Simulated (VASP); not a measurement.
Here is a VASP 6.6.1 calculation.

INCAR

```
PREC = Accurate ; ENCUT = 600
EDIFF = 1E-7 ; ISMEAR = 0
SIGMA = 0.1 ; LREAL = False
LASPH = True ; NELM = 60
ALGO = Fast ; ISIF = 3
LWAVE = False ; LCHARG = False
GGA = PE ; IVDW = 12
IBRION = 2 ; NSW = 90
EDIFFG = -0.005
```

Contents of KPOINTS:

```
Automatic mesh
0
Gamma
  18 18 18
```

File POSCAR:

```
In
1.0
   -1.6947072700      1.6947072700      2.2973723900
    1.6947072700     -1.6947072700      2.2973723900
    1.6947072700      1.6947072700     -2.2973723900
In
1
Direct
    0.0000000000      0.0000000000      0.0000000000
```

Potentials or basis: VASP PAW PBE potentials, release 64 (In_d).

Launch:

```console
$ cat potpaw_PBE.64/In_d/POTCAR > POTCAR
$ mpirun -np 1 vasp_std > vasp.out
```

(1) Estimate the dispersion energy per atom.

(2) Estimate the band gap on the k mesh.

(3) What does it give for the relaxed cell?

(4) Estimate the relaxed volume.

Results:

(1) -0.339 eV.

(2) none (metal or under the smearing width).

(3) a = 3.328 Å, b = 3.328 Å, c = 3.328 Å, α = 120.01°, β = 120.01°, γ = 89.98°.

(4) 26.07 Å³/atom.

Caveat: pairwise dispersion overbinds metals, which lowers pressure and volume.
